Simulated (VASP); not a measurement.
Zn, 2 atoms in the cell. Symmetry: P6_3/mmc, No. 194, hexagonal system. Conventional cell: a = 2.670 Å, b = 2.670 Å, c = 4.966 Å, α = 90.00°, β = 90.00°, γ = 120.00°. Zn (site symmetry -6m2) is surrounded by 12 Zn at 2.67 to 2.92 Å. 

* Program: VASP 6.6.1
* Task: relaxation of cell and atoms
* Functional: PBE
* Potentials or basis: VASP PAW PBE potentials, release 64 (Zn)
* Cutoff: 600 eV
* k mesh: 18 × 18 × 8
* Occupations: methfessel-paxton, width 0.1 eV
* Spin: no spin polarisation
* Further INCAR settings: ALGO = Normal; EDIFF = 1e-06; IBRION = 2; EDIFFG = -0.01; NSW = 90; ISIF = 3

Potentials or basis: VASP PAW PBE potentials, release 64 (Zn).

The run is started by

```console
$ cat potpaw_PBE.64/Zn/POTCAR > POTCAR
$ mpirun -np 1 vasp_std > vasp.out
```

Hardware: 1 thread of AMD EPYC 7R13 Processor (Zen 3), on a shared host.

**Question.** Estimate the wall time of this run.

**Answer.** It took 8.2 min on 1 thread of AMD EPYC 7R13 Processor (Zen 3), with other jobs on the host, peak memory 0.2 GiB. Counts: scf iterations 74, k points 185, ion steps 12.
